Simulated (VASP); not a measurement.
Write the native input for VASP 6.6.1 that does the following.

```yaml
Task: single point
Functional: RPBE
Potentials_or_basis: VASP PAW PBE potentials, release 64 (Cd, Se)
Cutoff: 520 eV
k_mesh: 8 × 8 × 8
Occupations: gaussian, width 0.05 eV
Spin: no spin polarisation
Further_INCAR_settings: ALGO = Fast; EDIFF = 1e-06; NBANDS = 16
```

The structure of CdSe lies in POSCAR:

```
CdSe
1.0
    0.0000000000      3.0702711986      3.0702711986
    3.0702711986      0.0000000000      3.0702711986
    3.0702711986      3.0702711986      0.0000000000
Cd Se
1 1
Direct
    0.0000000000      0.0000000000      0.0000000000
    0.2500000000      0.2500000000      0.2500000000
```

Measurements of this composition are mostly on another form, of space group No. 186.

One way to write it, as run:

INCAR

```
PREC = Accurate ; ENCUT = 520
EDIFF = 1E-6 ; ISMEAR = 0
SIGMA = 0.05 ; LREAL = False
LASPH = True ; NELM = 100
ALGO = Fast ; ISIF = 2
LWAVE = False ; LCHARG = False
GGA = RP ; NBANDS = 16
```

KPOINTS

```
regular mesh
0
Gamma
  8 8 8
```

Potentials or basis: VASP PAW PBE potentials, release 64 (Cd, Se).

Launch:

```bash
$ cat potpaw_PBE.64/Cd/POTCAR potpaw_PBE.64/Se/POTCAR > POTCAR
$ mpirun -np 1 vasp_std > vasp.out
```

It gave:

```yaml
Pressure: 3.5 GPa
Band_gap_on_the_k_mesh: 0.72 eV, direct
```

Caveat: the PAW data sets were made with another functional, which shifts forces and pressure a little.

Run time: 42 s on 1 thread of AMD EPYC 7571, with other jobs on the host, peak memory 0.15 GiB.
